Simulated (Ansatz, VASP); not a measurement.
**One calculation of LiF, two programs**

```
CELL_PARAMETERS angstrom
0.00000 1.99490 1.99490
1.99490 0.00000 1.99490
1.99490 1.99490 0.00000
ATOMIC_POSITIONS crystal
Li 0.00000 0.00000 0.00000
F 0.50000 0.50000 0.50000
```

Alike in both runs: functional r2SCAN; k mesh 10 × 10 × 10; occupations gaussian, width 0.02 eV; no spin polarisation.

Ansatz relaxed the structure, and its values are those at the end. VASP's run is a single point on that final structure, the one shown.

```csv
,VASP,Ansatz
version,VASP 6.6.1,Ansatz 0.2.0
potentials or method,"VASP PAW PBE potentials, release 64 (Li_sv, F)","scalar-relativistic, plane waves, PAW"
plane-wave cutoff (eV),520,500
valence electrons in the cell,10,10
```

Ansatz gave:

- gap on the k mesh at the Fermi level (eV): 10.33
- least direct gap on the mesh (eV): 10.33

Question: Which values does VASP return?

Answer: gap on the k mesh at the Fermi level (eV): 10.55; least direct gap on the mesh (eV): 10.55.

With one functional, cell and mesh, what is left measures potentials, basis and numerics.

 A k mesh can miss the band edges. r2SCAN opens gaps a little over a GGA but as a rule still falls short of measured ones.
